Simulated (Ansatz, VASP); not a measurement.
**Two plane-wave programs on BaS**

```
Ba S
1.0
     3.64437    0.00000    0.00000
     0.00000    3.64437    0.00000
     0.00000    0.00000    3.88593
Ba S
1 1
Direct
  0.00000 0.00000 0.00000
  0.50000 0.50000 0.50000
```

Change from the starting cell: epitaxial_xy strain -4.9%.

Alike in both runs: task single point; functional r2SCAN; k mesh 6 × 6 × 6; no spin polarisation.

|  | VASP | Ansatz |
| --- | --- | --- |
| version | VASP 6.6.1 | Ansatz 0.2.0 |
| potentials or method | VASP PAW PBE potentials, release 64 (Ba_sv, S) | plane waves, PAW |
| plane-wave cutoff (eV) | 520 | 500 |
| occupations | gaussian, width 0.01 eV | fixed |
| valence electrons in the cell | 16 | 16 |

VASP gave:

* gap on the k mesh at the Fermi level (eV): 1.39
* pressure (GPa): 6.6
* largest component of the traceless stress (GPa): 5.31

Problem. What did Ansatz give for the same quantities?

Solution. gap on the k mesh at the Fermi level (eV): 1.53; pressure (GPa): 5.2; largest component of the traceless stress (GPa): 5.23.

Caveats: the PAW data sets were made with another functional, which shifts forces and pressure a little (VASP); spin-orbit coupling is left out, which moves the levels of the heavy elements. A k mesh can miss the band edges.
